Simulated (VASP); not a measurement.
# Sc (P4/nmm) in VASP: reference runs

Reference runs on Sc: the cell as given and a disturbed copy.

Everything below comes from runs of VASP 6.6.1. Logs are shortened: lines on timing, memory, paths and dates and some standing lists are left out, and cuts for length are marked.

## 1. The structure

It takes space group P4/nmm (No. 129, tetragonal). The conventional cell has a = 5.423 Å, b = 5.423 Å, c = 3.435 Å, α = 90.00°, β = 90.00°, γ = 90.00°. Sc (site symmetry 4mm) is surrounded by 10 Sc at 3.15 to 3.44 Å. Sc (site symmetry -4m2) has 10 Sc at 3.15 to 3.44 Å as nearest neighbours.

This isn't the form of Sc at room conditions, which is hcp.

## 2. Single point, PBE

INCAR

```
PREC = Accurate
ENCUT = 520
EDIFF = 1E-7
ISMEAR = -1
SIGMA = 0.05
LREAL = F
LASPH = T
NELM = 60
ALGO = Normal
ISIF = 2
LWAVE = F
LCHARG = F
GGA = PE
NBANDS = 30
```

KPOINTS

```
regular mesh
0
Gamma
  5 5 8
```

POSCAR

```
Sc
1.0
    5.4226760000      0.0000000000      0.0000000000
    0.0000000000      5.4226760000      0.0000000000
    0.0000000000      0.0000000000      3.4352060000
Sc
4
Direct
    0.0000000000      0.5000000000      0.4673360000
    0.5000000000      0.0000000000      0.5326640000
    0.0000000000      0.0000000000      0.0000000000
    0.5000000000      0.5000000000      0.0000000000
```

Potentials or basis: VASP PAW PBE potentials, release 64 (Sc_sv).

Command:

```sh
$ cat potpaw_PBE.64/Sc_sv/POTCAR > POTCAR
$ mpirun -np 1 vasp_std > vasp.out
```

OUTCAR:

```text
PREC = Accurate
   ENCUT = 520
   EDIFF = 1E-7
   ISMEAR = -1
   LREAL = F
   LASPH = T
   NELM = 60
   ISIF = 2
   GGA = PE

 ion  position               nearest neighbor table
   1  0.000  0.500  0.467-   3 3.15   4 3.15   3 3.15   4 3.15   3 3.27   3 3.27   4 3.27   4 3.27

   2  0.500  0.000  0.533-   3 3.15   4 3.15   4 3.15   3 3.15   3 3.27   4 3.27   4 3.27   3 3.27

   3  0.000  0.000  0.000-   1 3.15   2 3.15   1 3.15   2 3.15   2 3.27   1 3.27   2 3.27   1 3.27

   4  0.500  0.500  0.000-   1 3.15   2 3.15   2 3.15   1 3.15   2 3.27   2 3.27   1 3.27   1 3.27

  LATTYP: Found a simple tetragonal cell.
 ALAT       =     5.4226760000
 C/A-ratio  =     0.6334890744

  Lattice vectors:

 A1 = (   5.4226760000,   0.0000000000,   0.0000000000)
 A2 = (   0.0000000000,   5.4226760000,   0.0000000000)
 A3 = (   0.0000000000,   0.0000000000,   3.4352060000)

Analysis of symmetry for initial positions (statically):
=====================================================================
 Subroutine PRICEL returns:
 Original cell was already a primitive cell.

 Routine SETGRP: Setting up the symmetry group for a
 simple tetragonal supercell.

 Subroutine GETGRP returns: Found 16 space group operations
 (whereof  8 operations were pure point group operations)
 out of a pool of 16 trial point group operations.

The static configuration has the point symmetry D_2d.
 The point group associated with its full space group is D_4h.

Analysis of symmetry for dynamics (positions and initial velocities):
=====================================================================
 Subroutine PRICEL returns:
 Original cell was already a primitive cell.

 Routine SETGRP: Setting up the symmetry group for a
 simple tetragonal supercell.

 Subroutine GETGRP returns: Found 16 space group operations
 (whereof  8 operations were pure point group operations)
 out of a pool of 16 trial point group operations.

The dynamic configuration has the point symmetry D_2d.
 The point group associated with its full space group is D_4h.

 Subroutine INISYM returns: Found 16 space group operations
 (whereof  8 operations are pure point group operations),
 and found     1 'primitive' translations

----------------------------------------------------------------------------------------

                                     Primitive cell

  volume of cell :     101.0137

  direct lattice vectors                    reciprocal lattice vectors
     5.422676000  0.000000000  0.000000000     0.184410796  0.000000000  0.000000000
     0.000000000  5.422676000  0.000000000     0.000000000  0.184410796  0.000000000
     0.000000000  0.000000000  3.435206000     0.000000000  0.000000000  0.291103357

  length of vectors
     5.422676000  5.422676000  3.435206000     0.184410796  0.184410796  0.291103357

  position of ions in fractional coordinates (direct lattice)
     0.000000000  0.500000000  0.467336000
     0.500000000  0.000000000  0.532664000
     0.000000000  0.000000000  0.000000000
     0.500000000  0.500000000  0.000000000

  ion indices of the primitive-cell ions
   primitive index   ion index
                 1           1
                 2           2
                 3           3
                 4           4

----------------------------------------------------------------------------------------

 KPOINTS: regular mesh

Automatic generation of k-mesh.
 Grid dimensions read from file:
 generate k-points for:    5    5    8

 Generating k-lattice:

  Cartesian coordinates                     Fractional coordinates (reciprocal lattice)
     0.036882159  0.000000000  0.000000000     0.200000000  0.000000000  0.000000000
     0.000000000  0.036882159  0.000000000     0.000000000  0.200000000  0.000000000
     0.000000000  0.000000000  0.036387920     0.000000000  0.000000000  0.125000000

  Length of vectors
     0.036882159  0.036882159  0.036387920

  Shift w.r.t. Gamma in fractional coordinates (k-lattice)
     0.000000000  0.000000000  0.000000000

 Subroutine IBZKPT returns following result:
 ===========================================

 Found     30 irreducible k-points:

 Following reciprocal coordinates:
            Coordinates               Weight
  0.000000  0.000000  0.000000      1.000000
  0.200000  0.000000  0.000000      4.000000
  0.400000  0.000000  0.000000      4.000000
  0.200000  0.200000  0.000000      4.000000
  0.400000  0.200000  0.000000      8.000000
  0.400000  0.400000  0.000000      4.000000
[... 22 lines left out ...]
  0.400000  0.200000  0.500000      8.000000
  0.400000  0.400000  0.500000      4.000000
   k-points           NKPTS =     30   k-points in BZ     NKDIM =     30   number of bands    NBANDS=     30
   number of dos      NEDOS =    301   number of ions     NIONS =      4
   total plane-waves  NPLWV =  44800
   dimension x,y,z NGX =    40 NGY =   40 NGZ =   28
   dimension x,y,z NGXF=    80 NGYF=   80 NGZF=   56
   ions per type =               4
   NGX,Y,Z   is equivalent  to a cutoff of  12.26, 12.26, 13.55 a.u.
   NGXF,Y,Z  is equivalent  to a cutoff of  24.53, 24.53, 27.10 a.u.
 SYSTEM =  unknown system
   PREC   = accura    normal or accurate (medium, high low for compatibility)
   ISTART =      0    job   : 0-new  1-cont  2-samecut
   ICHARG =      2    charge: 1-file 2-atom 10-const
   ISPIN  =      1    spin polarized calculation?
   LNONCOLLINEAR =      F non collinear calculations
   LSORBIT =      F    spin-orbit coupling
   LASPH  =      T    aspherical Exc in radial PAW
   ENCUT  =  520.0 eV  38.22 Ry    6.18 a.u.  10.08 10.08  6.39*2*pi/ulx,y,z
   NELM   =     60;   NELMIN=  2; NELMDL= -5     # of ELM steps
   EDIFF  = 0.1E-06   stopping-criterion for ELM
   LREAL  =      F    real-space projection
   EDIFFG = 0.1E-05   stopping-criterion for IOM
   NSW    =      0    number of steps for IOM
   IBRION =     -1    ionic relax: 0-MD 1-quasi-New 2-CG
   NFREE  =      0    steps in history (QN), initial steepest desc. (CG)
   ISIF   =      2    stress and relaxation
   ISYM   =      2    0-nonsym 1-usesym 2-fastsym
   POTIM  = 0.5000    time-step for ionic-motion
   TEBEG  =    0.0;   TEEND  =   0.0 temperature during run
   PSTRESS=    0.0 pullay stress
   NELECT =      44.0000    total number of electrons
   NUPDOWN=      -1.0000    fix difference up-down
   EMIN   =  10.00;   EMAX   =-10.00  energy-range for DOS
   EFERMI =   0.00;   METHOD = LEGACY
   ISMEAR =    -1;   SIGMA  =   0.05  broadening in eV -4-tet -1-fermi 0-gaus
   EFERMI_NEDOS =   21; number of points for ismear=-14 and -15
   IALGO  =     38    algorithm
   IMIX   =      4    mixing-type and parameters
     AMIX     =   0.40;   BMIX     =  1.00
     AMIX_MAG =   1.60;   BMIX_MAG =  1.00
  volume/ion in A,a.u.               =      25.25       170.42
  Fermi-wavevector in a.u.,A,eV,Ry     =   1.240983  2.345117 20.953486  1.540038
  Thomas-Fermi vector in A             =   2.375400
   LORBIT       =      0    0 simple, 1 ext, 2 COOP (PROOUT), +10 PAW based schemes
   GGA     = PE    functional components
   LHFCALC =     F    Hartree Fock is set to
   AEXX    =    0.0000 exact exchange contribution
   IVDW    =     0    specifies the selected vdW correction
   LEPSILON=     F    determine dielectric tensor
   LRPA    =     F    only Hartree local field effects (RPA)
 non-spin polarized calculation
  energy-cutoff  :      520.00
  volume of cell :      101.01
 maximum number of plane-waves:      2745
   NGX = 21   NGY = 21   NGZ = 13

 number of electron      43.9999990 magnetization

 Free energy of the ion-electron system (eV)
  ---------------------------------------------------
  ext. energy  EPLUGINS =         0.00000000
  ---------------------------------------------------
  free energy    TOTEN  =       -24.58057290 eV

  energy without entropy =      -24.50155275  energy(sigma->0) =      -24.54106283

 E-fermi :   3.6342     XC(G=0):  -9.7828

 val. band max:        3.6336588908   @ k =   0.4000   0.4000   0.2500
 cond. band min:       3.6439719004   @ k =   0.4000   0.4000   0.5000
 fundamental gap:      0.0103130096
 Fermi energy:         3.6341638114

 k-point     1 :       0.0000    0.0000    0.0000
  band No.  band energies     occupation
      1     -45.9967      2.00000
      2     -45.9463      2.00000
      3     -45.9401      2.00000
      4     -45.8990      2.00000
      5     -24.7936      2.00000
      6     -24.7936      2.00000
[... 22 lines left out ...]
     29       5.8421      0.00000
     30       5.8679      0.00000

 k-point     2 :       0.2000    0.0000    0.0000
  band No.  band energies     occupation
      1     -45.9916      2.00000
      2     -45.9492      2.00000
      3     -45.9381      2.00000
      4     -45.9033      2.00000
      5     -24.7851      2.00000
      6     -24.7597      2.00000
[... 22 lines left out ...]
     29       5.6285      0.00000
     30       5.8328      0.00000

 k-point     3 :       0.4000    0.0000    0.0000
  band No.  band energies     occupation
      1     -45.9783      2.00000
      2     -45.9620      2.00000
      3     -45.9277      2.00000
      4     -45.9143      2.00000
      5     -24.7628      2.00000
      6     -24.7352      2.00000
[... 22 lines left out ...]
     29       5.6732      0.00000
     30       5.7327      0.00000

 k-point     4 :       0.2000    0.2000    0.0000
  band No.  band energies     occupation
      1     -45.9866      2.00000
      2     -45.9471      2.00000
      3     -45.9410      2.00000
      4     -45.9076      2.00000
      5     -24.7525      2.00000
      6     -24.7516      2.00000
[... 814 lines left out ...]
     29       5.6370      0.00000
     30       5.6617      0.00000

 k-point    29 :       0.4000    0.2000    0.5000
  band No.  band energies     occupation
      1     -45.9423      2.00000
      2     -45.9389      2.00000
      3     -45.9314      2.00000
      4     -45.9280      2.00000
      5     -24.7458      2.00000
      6     -24.7409      2.00000
[... 22 lines left out ...]
     29       6.0678      0.00000
     30       6.0942      0.00000

 k-point    30 :       0.4000    0.4000    0.5000
  band No.  band energies     occupation
      1     -45.9399      2.00000
      2     -45.9380      2.00000
      3     -45.9323      2.00000
      4     -45.9304      2.00000
      5     -24.7729      2.00000
      6     -24.7693      2.00000
[... 22 lines left out ...]
     29       6.2944      0.00000
     30       6.3230      0.00000

------------------------ aborting loop because EDIFF is reached ----------------------------------------

  FORCE on cell =-STRESS in cart. coord.  units (eV):
  Direction    XX          YY          ZZ          XY          YZ          ZX
  --------------------------------------------------------------------------------------
  -------------------------------------------------------------------------------------
  Total       -0.7103056     -0.7103056     -0.2767706      0.0000000      0.0000000      0.0000000
  in kB      -11.2661543    -11.2661543     -4.3898579      0.0000000      0.0000000      0.0000000
  external PRESSURE =      -8.9740555 kB  Pullay stress =       0.0000000 kB

 VOLUME and BASIS-vectors are now :
 -----------------------------------------------------------------------------
  energy-cutoff  :      520.00
  volume of cell :      101.01
      direct lattice vectors                 reciprocal lattice vectors
     5.422676000  0.000000000  0.000000000     0.184410796  0.000000000  0.000000000
     0.000000000  5.422676000  0.000000000     0.000000000  0.184410796  0.000000000
     0.000000000  0.000000000  3.435206000     0.000000000  0.000000000  0.291103357

 POSITION                                       TOTAL-FORCE (eV/Angst)
 -----------------------------------------------------------------------------------
      0.00000      2.71134      1.60540        -0.000000      0.000000      0.212674
      2.71134      0.00000      1.82981        -0.000000      0.000000     -0.212674
      0.00000      0.00000      0.00000        -0.000000     -0.000000      0.000000
      2.71134      2.71134      0.00000         0.000000      0.000000      0.000000
 -----------------------------------------------------------------------------------
    total drift:                               -0.000000      0.000000     -0.000000

  FREE ENERGIE OF THE ION-ELECTRON SYSTEM (eV)
  ---------------------------------------------------
  free  energy   TOTEN  =       -24.5805729024 eV

  energy  without entropy=      -24.5015527526  energy(sigma->0) =      -24.54106283
```

Wall time 54 s (1 thread of AMD EPYC 9R45 (Zen 5), shared host); peak memory 0.2 GiB.

Results:

- Free energy: -24.5806 eV
- Pressure: -0.9 GPa
- Largest force: 0.213 eV/Å
- Band gap on the k mesh: none (metal or under the smearing width)

Forces in eV/Å, atoms in the order of the input:
```
Sc   0.000  0.000  0.213
Sc   0.000  0.000 -0.213
Sc   0.000  0.000  0.000
Sc   0.000  0.000  0.000
```

## 3. Single point, PBE (atoms moved at random, drawn with an rms of 0.05 Å)

INCAR

```
SYSTEM = Sc
PREC = Accurate ; ENCUT = 520
EDIFF = 1E-7 ; ISMEAR = -1
SIGMA = 0.05 ; LREAL = .False.
LASPH = .True. ; NELM = 60
ALGO = Normal ; ISIF = 2
LWAVE = .False. ; LCHARG = .True.
GGA = PE ; LELF = .True.
LVHAR = .True. ; NBANDS = 30
```

KPOINTS

```
Automatic mesh
0
Gamma
  5 5 8
  0 0 0
```

POSCAR

```
Sc
1.0
    5.4226760000      0.0000000000      0.0000000000
    0.0000000000      5.4226760000      0.0000000000
    0.0000000000      0.0000000000      3.4352060000
Sc
4
Direct
    0.0108830000      0.4971730000      0.4788040000
    0.5027970000      0.0081910000      0.5318560000
    0.0029340000      0.0030410000      0.0024290000
    0.4978840000      0.4999770000     -0.0023600000
```

Potentials or basis: VASP PAW PBE potentials, release 64 (Sc_sv).

Command:

```sh
$ cat potpaw_PBE.64/Sc_sv/POTCAR > POTCAR
$ mpirun -np 1 vasp_std > vasp.out
```

Run time: 3.2 min. Hardware: 1 thread of AMD EPYC 9R45 (Zen 5), shared host; peak memory 0.31 GiB.

Results (log left out):

- Free energy: -24.5760 eV
- Pressure: -0.8 GPa
- Largest force: 0.286 eV/Å
- Band gap on the k mesh: none (metal or under the smearing width)

Forces on the atoms (eV/Å):
```
Sc  -0.209  0.059  0.100
Sc  -0.032 -0.103 -0.239
Sc   0.014 -0.107  0.053
Sc   0.227  0.152  0.085
```

Stress tensor (GPa, compression positive):
```
-1.09  0.01 -0.06
 0.01 -1.08  0.11
-0.06  0.11 -0.27
```

Levels at points of the mesh, in eV from the Fermi level:
| k point | band 18 | band 19 | band 20 | band 21 | band 22 | band 23 | band 24 | band 25 | band 26 | band 27 |
| --- | --- | --- | --- | --- | --- | --- | --- | --- | --- | --- |
| (0.00, 0.00, 0.00) | -1.82 | -1.81 | -1.27 | -1.03 | 0.07 | 0.07 | 0.88 | 0.89 | 1.02 | 1.71 |
| (0.00, 0.00, 0.50) | -2.06 | -0.32 | -0.32 | -0.29 | -0.28 | -0.01 | -0.01 | 0.69 | 0.78 | 1.26 |
